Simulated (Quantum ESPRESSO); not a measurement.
CuO (Tenorite) under changes of volume

One of the cells (10.163 Å³/atom); the others are scaled copies at fixed shape and fractional positions:

```
CELL_PARAMETERS angstrom
2.34465 -1.71340 0.00000
2.34465 1.71340 0.00000
-0.86055 0.00000 5.05944
ATOMIC_POSITIONS crystal
Cu 0.49680 0.00320 0.50000
Cu 0.00320 0.49680 0.00000
O 0.40560 0.57140 0.75370
O 0.57140 0.40560 0.25370
```

| Property | Result |
| --- | --- |
| Program | Quantum ESPRESSO 7.5 |
| Functional | r2SCAN |
| Potentials or basis | SG15 PBE 1.2 |
| Cutoff | 1197 eV |
| Density cutoff | 4789 eV |
| k mesh | 4 × 4 × 2 |
| Occupations | fermi-dirac, width 0.05 eV |
| Spin | no spin polarisation |

```csv
volume (Å³/atom),energy over the lowest point (meV/atom),pressure (GPa)
9.553,19.26,11.8
9.756,7.33,7.0
9.959,1.11,2.8
10.163,0.00,-1.0
10.366,3.44,-4.4
10.569,10.94,-7.4
10.772,?,?
```

Problem. What does the run at 10.772 Å³/atom give?

Solution. Energy over the lowest point 22.07 meV/atom; pressure -10.1 GPa.

Worked out: A Birch-Murnaghan fit of order 3 (a polynomial in V^(-2/3)) to the other rows has its minimum at 10.11 Å³/atom with B0 = V·E''(V) = 184 GPa and B' = 4.7 at fixed shape and positions, which overstates the stiffness. It gives 22.05 meV/atom at 10.772 Å³/atom, against the run's 22.07, and -dE/dV = -10.1 GPa, against -10.1.

Energies are extrapolated to zero smearing.

Caveats: all runs use coarse meshes; the potentials were made for another functional, which shifts forces and pressure; the run has no spin polarisation, though such a crystal can be magnetic.
